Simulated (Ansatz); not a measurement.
input.yaml (Ansatz)

```yaml
crystal:
  lattice:
    - [3.2020302061, 0.0, 0.0]
    - [0.0, 3.2020302061, 0.0]
    - [0.0, 0.0, 3.2020302061]
  atoms:
    - { symbol: Te, position: [0.0, 0.0, 0.0] }
hamiltonian:
  xc: pbe
  pseudopotentials:
    kind: paw
    azcp:
      Te: "pseudopotentials/Te.paw.azcp"
basis:
  ecutwfc: 420
  fft_grid_basis: typed
kpoints:
  mp_grid: { grid: [11, 11, 11], shift: [0, 0, 0] }
magnetization:
  spin_polarized: false
scf:
  occupations: { method: fermi_dirac, width: 0.1 }
  lower_state_search: "off"
output:
  stress: true
```

Output

```
Engine: ansatz 0.2.0, x86_64-unknown-linux-gnu
Pseudopotentials: kind: paw
Pseudopotential: Te, paw, valence charge 16, recommended cutoff 420 eV (normal) 
Functional definition: PBE
  parameter kappa = 0.804
  parameter beta = 0.06672455060314922
  exchange = pbe_x(kappa = kappa, mu = beta*pi^2/3)
  correlation = pbe_c(beta = beta)
Crystal: 1 atoms, lattice volume = 32.830 Å³
Basis set: ecut = 420 eV, 619 PW (Γ)
Bands: 12, of which v1, the nominal top of the filled ones, is band 8 counted from 1 (7 counted from 0)
Symmetry: 48 space group operations
Space group: Pm-3m (ITA 221), of the structure as read, at distance tolerance 3.2e-5 Å
k-points: 56 of 1331
Non-local potential: Te, projectors of the file, l = 0: 2, l = 1: 2, l = 2: 2, l = 3: 2
PAW form: soft (Blöchl's): semilocal exchange-correlation on the pseudo side does not see the compensation charge
PAW one-centre angular grid: Te, 590 points (default); XC on 64 Gauss nodes
Initial density: superposition of atomic densities (neutral atoms: chi_scale 0, normalization atom), corrected by the library's trained network
Initial wavefunctions: pseudopotential atomic-orbital guess
Functional: x = pbe(κ = 0.804, μ = 0.2195149727645171), c = pbe(β = 0.06672455060314922)
SCF iter   1: F=—  HF=-6979.924943 eV  |F-HF|=—  |Δ(HF+E_count)|=         —  Δρ=8.37e-4  dr2=3.09e-4  ethr=1.77e-3  ⟨swp⟩=5.3  Hψ=4143  notcnv=0
SCF iter   2: F=—  HF=-6979.924443 eV  |F-HF|=—  |Δ(HF+E_count)|=   5.00e-4  Δρ=4.92e-4  dr2=9.35e-5  ethr=1.93e-6  ⟨swp⟩=2.0  Hψ=1559  notcnv=0
SCF iter   3: F=—  HF=-6979.924518 eV  |F-HF|=—  |Δ(HF+E_count)|=   7.43e-5  Δρ=1.93e-4  dr2=1.82e-5  ethr=5.85e-7  ⟨swp⟩=3.0  Hψ=1134  notcnv=0
SCF iter   4: F=—  HF=-6979.924522 eV  |F-HF|=—  |Δ(HF+E_count)|=   3.95e-6  Δρ=8.17e-5  dr2=2.85e-6  ethr=1.14e-7  ⟨swp⟩=2.0  Hψ=812  notcnv=0
iter 5 did not close the SCF: its close was put off for the readings that it lacked (scf_convergence_deferred on its scf_iter line)
SCF iter   5: F=-6979.924520 eV  HF=-6979.924520 eV  |F-HF|=1.13e-8  |Δ(HF+E_count)|=   1.34e-6  Δρ=1.44e-5  dr2=7.82e-8  ethr=1.78e-8  ⟨swp⟩=2.2  Hψ=1110  notcnv=0
SCF iter   6: F=-6979.924520 eV  HF=-6979.924520 eV  |F-HF|=1.06e-9  |Δ(HF+E_count)|=   5.29e-8  Δρ=1.56e-6  dr2=1.23e-9  ethr=4.89e-10  ⟨swp⟩=2.9  Hψ=2576  notcnv=0
SCF 1 converged in 6 iterations: F = -6979.924520 eV  dr2 = 1.23e-9
SCF converged after 6 iterations
Free energy (F): -6979.924520 eV
Harris-Foulkes:  -6979.924520 eV  (|F-HF|=1.06e-9)
Internal energy: -6979.906018 eV  (E = F + TS)
E sigma→0 (E₀):  -6979.915269 eV
Entropy (-TS):   -0.018503 eV (-18.503 meV/atom)
Fermi energy:    9.300080 eV
--- Per-component energies (eV) ---
  E_band       = -258.450698
  E_kinetic    = 179.738440
  E_local      = -1215.341879  (includes V_loc(G=0)·N_el)
  E_nonlocal   = -310.561192
  E_hartree    = 785.290190
  E_xc         = -123.979715
  E_vxc        = -103.674785  (∫ρ·V_xc dr)
  E_paw        = -4661.844740  (= ΣΔE_a)
  E_vpaw       = -379.189574  (= ΣTr[D̂ρ^β])
  E_aug_tail   = -0.000180  (compensation charges beyond the density's cutoff)
  E_ewald      = -1633.206942
  E_smearing   = -0.018503  (= −TS)
  E_closure    = -0.000000  (closes the sum)
  Σ components = -6979.924520   (vs F -6979.924520, Δ=0.00e0)
--- Stress (GPa, compression-positive) ---
       -0.042543      -0.000000       0.000000
       -0.000000      -0.042543       0.000000
        0.000000       0.000000      -0.042543
  P = ⅓ Tr σ = -0.0425 GPa (-0.425 kbar)
```

Command:

```sh
ansatz run input.yaml --threads 1 --pin off --max-ram 3584MiB --backend cpu --events-out ev --progress --plain --runs-dir out
```

On 1 thread of Intel(R) Xeon(R) Platinum 8259CL CPU @ 2.50GHz (Skylake/Cascade Lake) (shared host) this took about 1.9 s of wall time and 1.8 s of CPU time.
